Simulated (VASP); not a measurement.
# ZnO under changes of volume

One of the cells (14.636 Å³/atom); the others are scaled copies at fixed shape and fractional positions:

```
Zn O
1.0
     1.44272   -3.55044    0.00000
     1.44272    3.55044    0.00000
     0.00000    0.00000    2.85729
Zn O
1 1
Cartesian
  0.0000 0.0000 0.0000
  1.4427 0.0000 1.4286
```

The cell was built by a generator and needn't be a form met in nature.

```yaml
Program: VASP 6.6.1
Functional: PBE
Potentials_or_basis: VASP PAW PBE potentials, release 64 (Zn, O)
Cutoff: 520 eV
k_mesh: 10 × 10 × 9
Occupations: fermi-dirac, width 0.05 eV
Spin: no spin polarisation
```

```tsv
volume (Å³/atom)	energy over the lowest point (meV/atom)	pressure (GPa)
13.488	25.60	8.9
13.775	12.12	5.9
14.062	3.70	3.3
14.636	0.00	-1.3
14.923	?	?
15.210	10.89	-4.9
```

Problem. What does the run at 14.923 Å³/atom give?

Solution. Energy over the lowest point 3.81 meV/atom; pressure -3.2 GPa.

Worked out: A Birch-Murnaghan fit of order 3 (a polynomial in V^(-2/3)) to the other rows has its minimum at 14.48 Å³/atom with B0 = V·E''(V) = 109 GPa and B' = 4.6 at fixed shape and positions, which overstates the stiffness. It gives 3.82 meV/atom at 14.923 Å³/atom, against the run's 3.81, and -dE/dV = -3.1 GPa, against -3.2.

Energies are extrapolated to zero smearing.
